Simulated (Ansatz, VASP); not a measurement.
**Two plane-wave programs on MgO**

```
CELL_PARAMETERS angstrom
3.20435 0.00000 0.00000
-1.60218 2.77505 0.00000
0.00000 0.00000 5.30977
ATOMIC_POSITIONS crystal
Mg 0.33333 0.66667 0.00216
Mg 0.66667 0.33333 0.50216
O 0.33333 0.66667 0.40244
O 0.66667 0.33333 0.90244
```

Alike in both runs: task single point; functional LDA; k mesh 9 × 9 × 6; occupations gaussian, width 0.05 eV; no spin polarisation.

|  | VASP | Ansatz |
| --- | --- | --- |
| version | VASP 6.6.1 | Ansatz 0.2.0 |
| potentials or method | VASP PAW LDA potentials, release 64 (Mg, O) | scalar-relativistic, plane waves, PAW |
| plane-wave cutoff (eV) | 520 | 420 |
| valence electrons in the cell | 16 | 32 |

|  | VASP | Ansatz | Ansatz less VASP |
| --- | --- | --- | --- |
| gap on the k mesh at the Fermi level (eV) | 3.52 | 3.52 | +0.002 |
| least direct gap on the mesh (eV) | 3.52 | 3.52 | +0.002 |
| pressure (GPa) | -2.5 | -1.6 | +0.96 |
| largest component of the traceless stress (GPa) | 10.70 | 10.50 | -0.198 |
| rms of the force components (eV/Å) | 0.417 | 0.399 | -0.0187 |

Atom by atom the forces differ by 0.019 eV/Å (rms over components). The two sets of potentials don't hold the same shells in valence.

Caveats: an odd mesh through Γ misses points on the zone boundary, where band edges often lie. A hybrid or GW would open this gap; LDA tends to underestimate it.
